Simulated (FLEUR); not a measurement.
# SnSe (Fm-3m) in FLEUR: notebook, part 2 of 2

FLEUR MaX-R8.1 (later development tree). The steps go on from the part before.

## Step 3: Equation of state, r2SCAN, 25.63 Å³/atom (volume scaled by 0.94)

Changes to inp.xml since step 2:

```diff
@@ -27,3 +27,3 @@
       <xi:include xmlns:xi="http://www.w3.org/2001/XInclude" href="sym.xml"> </xi:include>
-      <bulkLattice scale="1.0">
+      <bulkLattice scale="0.9795861087">
          <bravaisMatrix>
@@ -37,3 +37,3 @@
       <species name="Tin (Sn)" element="Sn" atomicNumber="50">
-         <mtSphere radius="2.66" gridPoints="879" logIncrement="0.015"/>
+         <mtSphere radius="2.63" gridPoints="879" logIncrement="0.015"/>
          <atomicCutoffs lmax="10" lnonsphr="10"/>
@@ -53,3 +53,3 @@
       <species name="Selenium (Se)" element="Se" atomicNumber="34">
-         <mtSphere radius="2.56" gridPoints="847" logIncrement="0.015"/>
+         <mtSphere radius="2.48" gridPoints="847" logIncrement="0.015"/>
          <atomicCutoffs lmax="10" lnonsphr="10"/>
```

Potentials or basis: all-electron, FLAPW.

Command:

```console
$ inpgen -f crystal.txt -profile fastHighL
$ # inp.xml edited to the form shown
$ fleur_MPI
```

Standard output:

```text
Welcome to FLEUR        (www.flapw.de)
      MaX-Release 8.1          (www.max-centre.eu)
 func_ids         498         497         498         497
 MetaGGA potential functional detected - V_tau will be computed
 Auxiliary Potential for radial basis: exchange=         117  correlation=         130
The functional 'Re-regularized SCAN exchange by Furness et al' is an exchange functional, it belongs to the 'MGGA' family and is defined in the reference(s):
[1] J. W. Furness, A. D. Kaplan, J. Ning, J. P. Perdew, and J. Sun.,  J. Phys. Chem. Lett. 11, 8208-8215 (2020)
[2] J. W. Furness, A. D. Kaplan, J. Ning, J. P. Perdew, and J. Sun.,  J. Phys. Chem. Lett. 11, 9248-9248 (2020)
The functional 'Re-regularized SCAN correlation by Furness et al' is a correlation functional, it belongs to the 'MGGA' family and is defined in the reference(s):
[1] J. W. Furness, A. D. Kaplan, J. Ning, J. P. Perdew, and J. Sun.,  J. Phys. Chem. Lett. 11, 8208-8215 (2020)
[2] J. W. Furness, A. D. Kaplan, J. Ning, J. P. Perdew, and J. Sun.,  J. Phys. Chem. Lett. 11, 9248-9248 (2020)
 Using same functional for VXC and EXC

 ========== k-point set info ==========
 Selected k-point list: default-1
 k-point list type: mesh
 8 x 8 x 8
 Number of k points: 29

[... 16 lines left out ...]
 Using auxiliary GGA potential for the first iteration of MetaGGA calculation.
 Reset of history
 Reset of history
 Iteration:     1   Distance:      23.49985949 me/bohr^3
The functional 'Hammer, Hansen, and Norskov' is an exchange functional, it belongs to the 'GGA' family and is defined in the reference(s):
[1] B. Hammer, L. B. Hansen, and J. K. Nørskov.,  Phys. Rev. B 59, 7413 (1999)
The functional 'Perdew, Burke & Ernzerhof' is a correlation functional, it belongs to the 'GGA' family and is defined in the reference(s):
[1] J. P. Perdew, K. Burke, and M. Ernzerhof.,  Phys. Rev. Lett. 77, 3865 (1996)
[2] J. P. Perdew, K. Burke, and M. Ernzerhof.,  Phys. Rev. Lett. 78, 1396 (1997)
 Using same functional for VXC and EXC
 Iteration:     2   Distance:      22.26928172 me/bohr^3
The functional 'Hammer, Hansen, and Norskov' is an exchange functional, it belongs to the 'GGA' family and is defined in the reference(s):
[1] B. Hammer, L. B. Hansen, and J. K. Nørskov.,  Phys. Rev. B 59, 7413 (1999)
The functional 'Perdew, Burke & Ernzerhof' is a correlation functional, it belongs to the 'GGA' family and is defined in the reference(s):
[1] J. P. Perdew, K. Burke, and M. Ernzerhof.,  Phys. Rev. Lett. 77, 3865 (1996)
[2] J. P. Perdew, K. Burke, and M. Ernzerhof.,  Phys. Rev. Lett. 78, 1396 (1997)
 Using same functional for VXC and EXC
 Iteration:     3   Distance:      21.07820156 me/bohr^3
The functional 'Hammer, Hansen, and Norskov' is an exchange functional, it belongs to the 'GGA' family and is defined in the reference(s):
[1] B. Hammer, L. B. Hansen, and J. K. Nørskov.,  Phys. Rev. B 59, 7413 (1999)
[... 68 lines left out ...]
The functional 'Hammer, Hansen, and Norskov' is an exchange functional, it belongs to the 'GGA' family and is defined in the reference(s):
[1] B. Hammer, L. B. Hansen, and J. K. Nørskov.,  Phys. Rev. B 59, 7413 (1999)
The functional 'Perdew, Burke & Ernzerhof' is a correlation functional, it belongs to the 'GGA' family and is defined in the reference(s):
[1] J. P. Perdew, K. Burke, and M. Ernzerhof.,  Phys. Rev. Lett. 77, 3865 (1996)
[2] J. P. Perdew, K. Burke, and M. Ernzerhof.,  Phys. Rev. Lett. 78, 1396 (1997)
 Using same functional for VXC and EXC
 Iteration:    14   Distance:       0.00016735 me/bohr^3
The functional 'Hammer, Hansen, and Norskov' is an exchange functional, it belongs to the 'GGA' family and is defined in the reference(s):
[1] B. Hammer, L. B. Hansen, and J. K. Nørskov.,  Phys. Rev. B 59, 7413 (1999)
The functional 'Perdew, Burke & Ernzerhof' is a correlation functional, it belongs to the 'GGA' family and is defined in the reference(s):
[1] J. P. Perdew, K. Burke, and M. Ernzerhof.,  Phys. Rev. Lett. 77, 3865 (1996)
[2] J. P. Perdew, K. Burke, and M. Ernzerhof.,  Phys. Rev. Lett. 78, 1396 (1997)
 Using same functional for VXC and EXC
 Iteration:    15   Distance:       0.00001555 me/bohr^3

 ********************************************************************
 Run finished successfully
 Stop message:
   all done
 ********************************************************************
```

out.xml (last iteration):

```text
<iteration numberForCurrentRun="   15" overallNumber="   15">
         <energyParameters units="Htr">
            <atomicEP atomType="1" spin="1" branch="5s" branchLowest="-4.50" branchHighest="0.69" value="-0.0150084358"/>
            <atomicEP atomType="1" spin="1" branch="5p" branchLowest="-2.88" branchHighest="1.31" value="0.2045353455"/>
            <atomicEP atomType="1" spin="1" branch="4d" branchLowest="-16.96" branchHighest="-0.50" value="-0.5205242890"/>
[... 128 lines left out ...]
            </atomTypeDependentContributions>
            <tkbTimesEntropy value="0.0000008777"/>
            <freeEnergy value="-8609.6425565168"/>
            <extrapolationTo0K value="-8609.6425560780"/>
         </totalEnergy>
         <densityConvergence units="me/bohr^3">
            <chargeDensity spin="1" distance="0.0000155496"/>
         </densityConvergence>
      </iteration>
```

Run time: 37 s. Hardware: 1 thread of Intel Xeon 6975P-C (Granite Rapids), shared host; peak memory 0.09 GiB.

Results:

| Item | Value |
| --- | --- |
| Free energy | -234280.3090 eV |
| Band gap on the k mesh | 0.72 eV, indirect (least direct gap 0.76 eV) |
| Valence electrons inside the program's atomic spheres | Sn 20.05; Se 14.74 (radii Sn 2.63, Se 2.48 bohr) |

Caveat: the meta-GGA is that of a development version, with a GGA for the radial functions and cores and without core tails; spin-orbit coupling is left out, which moves the levels of the heavy elements.

## Step 4: Equation of state, r2SCAN, 26.18 Å³/atom (volume scaled by 0.96)

Changes to inp.xml since step 3:

```diff
@@ -27,3 +27,3 @@
       <xi:include xmlns:xi="http://www.w3.org/2001/XInclude" href="sym.xml"> </xi:include>
-      <bulkLattice scale="0.9795861087">
+      <bulkLattice scale="0.9864848297">
          <bravaisMatrix>
```

Command:

```console
$ inpgen -f crystal.txt -profile fastHighL
$ # inp.xml edited to the form shown
$ fleur_MPI
```

It took 61 s on 1 thread of Intel Xeon 6975P-C (Granite Rapids), shared host; peak memory 0.09 GiB.

The run converged. Its results:

| Quantity | Value |
| --- | --- |
| Free energy | -234280.3291 eV |
| Band gap on the k mesh | 0.65 eV, direct |
| Valence electrons inside the program's atomic spheres | Sn 20.03; Se 14.72 (radii Sn 2.63, Se 2.48 bohr) |

Caveat: the meta-GGA is that of a development version, with a GGA for the radial functions and cores and without core tails; spin-orbit coupling is left out, which moves the levels of the heavy elements.

## Step 5: Equation of state, r2SCAN, 27.27 Å³/atom

Changes to inp.xml since step 4:

```diff
@@ -27,3 +27,3 @@
       <xi:include xmlns:xi="http://www.w3.org/2001/XInclude" href="sym.xml"> </xi:include>
-      <bulkLattice scale="0.9864848297">
+      <bulkLattice scale="1.0000000000">
          <bravaisMatrix>
```

Command:

```console
$ inpgen -f crystal.txt -profile fastHighL
$ # inp.xml edited to the form shown
$ fleur_MPI
```

It took 40 s on 1 thread of Intel Xeon 6975P-C (Granite Rapids), shared host; peak memory 0.09 GiB.

The run converged. Its results:

| Quantity | Value |
| --- | --- |
| Free energy | -234280.3437 eV |
| Band gap on the k mesh | 0.45 eV, direct |
| Valence electrons inside the program's atomic spheres | Sn 19.99; Se 14.70 (radii Sn 2.63, Se 2.48 bohr) |

Caveat: the meta-GGA is that of a development version, with a GGA for the radial functions and cores and without core tails; spin-orbit coupling is left out, which moves the levels of the heavy elements.

## Step 6: Equation of state, r2SCAN, 28.36 Å³/atom (volume scaled by 1.04)

Changes to inp.xml since step 5:

```diff
@@ -27,3 +27,3 @@
       <xi:include xmlns:xi="http://www.w3.org/2001/XInclude" href="sym.xml"> </xi:include>
-      <bulkLattice scale="1.0000000000">
+      <bulkLattice scale="1.0131594038">
          <bravaisMatrix>
```

Potentials or basis: all-electron, FLAPW.

Command:

```console
$ inpgen -f crystal.txt -profile fastHighL
$ # inp.xml edited to the form shown
$ fleur_MPI
```

Wall time 43 s (1 thread of Intel Xeon 6975P-C (Granite Rapids), shared host); peak memory 0.09 GiB.

Results (log left out):

* Free energy: -234280.3294 eV
* Band gap on the k mesh: 0.28 eV, direct
* Valence electrons inside the program's atomic spheres: Sn 19.96; Se 14.67 (radii Sn 2.63, Se 2.48 bohr)

Caveat: the meta-GGA is that of a development version, with a GGA for the radial functions and cores and without core tails; spin-orbit coupling is left out, which moves the levels of the heavy elements.

## Step 7: Equation of state, r2SCAN, 28.91 Å³/atom (volume scaled by 1.06)

Changes to inp.xml since step 6:

```diff
@@ -27,3 +27,3 @@
       <xi:include xmlns:xi="http://www.w3.org/2001/XInclude" href="sym.xml"> </xi:include>
-      <bulkLattice scale="1.0131594038">
+      <bulkLattice scale="1.0196128224">
          <bravaisMatrix>
```

Command:

```console
$ inpgen -f crystal.txt -profile fastHighL
$ # inp.xml edited to the form shown
$ fleur_MPI
```

It took 40 s on 1 thread of Intel Xeon 6975P-C (Granite Rapids), shared host; peak memory 0.09 GiB.

Results (log left out):

```
Free energy                                           : -234280.3132 eV
Band gap on the k mesh                                : 0.20 eV, direct
Valence electrons inside the program's atomic spheres : Sn 19.95; Se 14.66 (radii Sn 2.63, Se 2.48 bohr)
```

Caveat: the meta-GGA is that of a development version, with a GGA for the radial functions and cores and without core tails; spin-orbit coupling is left out, which moves the levels of the heavy elements.

## Step 8: Equation of state, r2SCAN

This step only gathers the single runs of the series.

What came out:

- Equilibrium volume: 27.24 Å³/atom
- Bulk modulus: 53 GPa

Energy against volume, from the lowest point:
```csv
volume (Å³/atom),energy (meV/atom)
25.635,17.31
26.180,7.28
27.271,0.00
28.362,7.13
28.907,15.25
```

Caveat: the meta-GGA is that of a development version, with a GGA for the radial functions and cores and without core tails.

## Step 9: Band structure, LDA

Changes to inp.xml since step 7:

```diff
@@ -7,8 +7,5 @@
       <cutoffs Kmax="4.1" Gmax="12.7" GmaxXC="12.7" numbands="0"/>
-      <scfLoop itmax="80" minDistance="0.0001" maxIterBroyd="30" imix="Anderson" alpha="0.05" precondParam="0.0" spinf="2.0" sdNocoIR="T"/>
-      <coreElectrons ctail="F" frcor="F" kcrel="0" coretail_lmax="0"/>
-      <xcFunctional name="LibXC" relativisticCorrections="F">
-         <LibXCName exchange="mgga_x_r2scan" correlation="mgga_c_r2scan"/>
-         <AuxGGA exchange="117" correlation="130"/>
-      </xcFunctional>
+      <scfLoop itmax="60" minDistance="0.00001" maxIterBroyd="15" imix="Anderson" alpha="0.05" precondParam="0.0" spinf="2.0" sdNocoIR="T"/>
+      <coreElectrons ctail="T" frcor="F" kcrel="0" coretail_lmax="0"/>
+      <xcFunctional name="vwn" relativisticCorrections="F"/>
       <magnetism jspins="1"/>
@@ -27,3 +24,3 @@
       <xi:include xmlns:xi="http://www.w3.org/2001/XInclude" href="sym.xml"> </xi:include>
-      <bulkLattice scale="1.0196128224">
+      <bulkLattice scale="1.0">
          <bravaisMatrix>
@@ -37,3 +34,3 @@
       <species name="Tin (Sn)" element="Sn" atomicNumber="50">
-         <mtSphere radius="2.63" gridPoints="879" logIncrement="0.015"/>
+         <mtSphere radius="2.66" gridPoints="879" logIncrement="0.015"/>
          <atomicCutoffs lmax="10" lnonsphr="10"/>
@@ -53,3 +50,3 @@
       <species name="Selenium (Se)" element="Se" atomicNumber="34">
-         <mtSphere radius="2.48" gridPoints="847" logIncrement="0.015"/>
+         <mtSphere radius="2.56" gridPoints="847" logIncrement="0.015"/>
          <atomicCutoffs lmax="10" lnonsphr="10"/>
```

Input file crystal.txt:

```
SnSe
&input cartesian=F /
0.0000000000  3.0100000000  3.0100000000
3.0100000000  0.0000000000  3.0100000000
3.0100000000  3.0100000000  0.0000000000
1.8897261246
1.0 1.0 1.0

2
50 0.0000000000  0.0000000000  0.0000000000
34 0.5000000000  0.5000000000  0.5000000000

&kpt div1=8 div2=8 div3=8 gamma=T /
```

Changes to inp.xml (bands) since step 2:

```diff
@@ -7,8 +7,5 @@
       <cutoffs Kmax="4.1" Gmax="12.7" GmaxXC="12.7" numbands="0"/>
-      <scfLoop itmax="80" minDistance="0.0001" maxIterBroyd="30" imix="Anderson" alpha="0.05" precondParam="0.0" spinf="2.0" sdNocoIR="T"/>
-      <coreElectrons ctail="F" frcor="F" kcrel="0" coretail_lmax="0"/>
-      <xcFunctional name="LibXC" relativisticCorrections="F">
-         <LibXCName exchange="mgga_x_r2scan" correlation="mgga_c_r2scan"/>
-         <AuxGGA exchange="117" correlation="130"/>
-      </xcFunctional>
+      <scfLoop itmax="60" minDistance="0.00001" maxIterBroyd="15" imix="Anderson" alpha="0.05" precondParam="0.0" spinf="2.0" sdNocoIR="T"/>
+      <coreElectrons ctail="T" frcor="F" kcrel="0" coretail_lmax="0"/>
+      <xcFunctional name="vwn" relativisticCorrections="F"/>
       <magnetism jspins="1"/>
```

Potentials or basis: all-electron, FLAPW.

Command:

```console
$ inpgen -f crystal.txt -profile fastHighL
$ # inp.xml edited to the form shown
$ fleur_MPI
$ fleur_MPI   # second run, on inp.xml (bands)
```

Run time: 66 s. Hardware: 1 thread of AMD EPYC 7R43 (Zen 3), shared host; peak memory 0.07 GiB.

The run converged. Its results:

- Free energy: -234043.0741 eV
- Band gap along the path: 0.16 eV, indirect (least direct gap 0.17 eV)
- Valence electrons inside the program's atomic spheres: Sn 20.09; Se 14.86 (radii Sn 2.66, Se 2.56 bohr)

Levels at the corners of the path, in eV from the valence-band top:
```
point  band 15  band 16  band 17  band 18  band 19  band 20  band 21  band 22  band 23  band 24
    Γ   -13.91    -5.25    -2.18    -2.18    -2.18     4.20     4.20     4.20     5.88     5.88
    X   -12.71    -6.16    -5.48    -3.64    -3.64     2.99     5.23     5.23     5.85    10.58
    W   -12.68    -7.03    -4.71    -4.71    -0.83     1.39     4.70     4.70     7.15     7.15
    K   -12.71    -7.12    -5.07    -3.16    -2.52     3.16     3.53     5.23     5.24     9.79
    Γ   -13.91    -5.25    -2.18    -2.18    -2.18     4.20     4.20     4.20     5.88     5.88
    L   -12.98    -8.14    -1.92    -1.92    -0.12     0.49     1.17     1.17     8.16    10.05
    U   -12.71    -7.12    -5.07    -3.16    -2.52     3.16     3.53     5.23     5.24     9.79
    W   -12.68    -7.03    -4.71    -4.71    -0.83     1.39     4.70     4.70     7.15     7.15
    L   -12.98    -8.14    -1.92    -1.92    -0.12     0.49     1.17     1.17     8.16    10.05
    K   -12.71    -7.12    -5.07    -3.16    -2.52     3.16     3.53     5.23     5.24     9.79
    U   -12.71    -7.12    -5.07    -3.16    -2.52     3.16     3.53     5.23     5.24     9.79
    X   -12.71    -6.16    -5.48    -3.64    -3.64     2.99     5.23     5.23     5.85    10.58
```

Core levels (eV from the Fermi level):
```
atom                                                                                                                             levels
1 Sn  1s1/2 -28957.4, 2s1/2 -4367.7, 2p1/2 -4081.9, 2p3/2 -3851.5, 3s1/2 -839.0, 3p1/2 -722.7, 3p3/2 -680.6, 3d3/2 -474.3, 3d5/2 -465.6
2 Se                              1s1/2 -12474.0, 2s1/2 -1598.4, 2p1/2 -1434.8, 2p3/2 -1393.2, 3s1/2 -207.1, 3p1/2 -151.1, 3p3/2 -145.3
```

Caveat: spin-orbit coupling is left out, which moves the levels of the heavy elements.
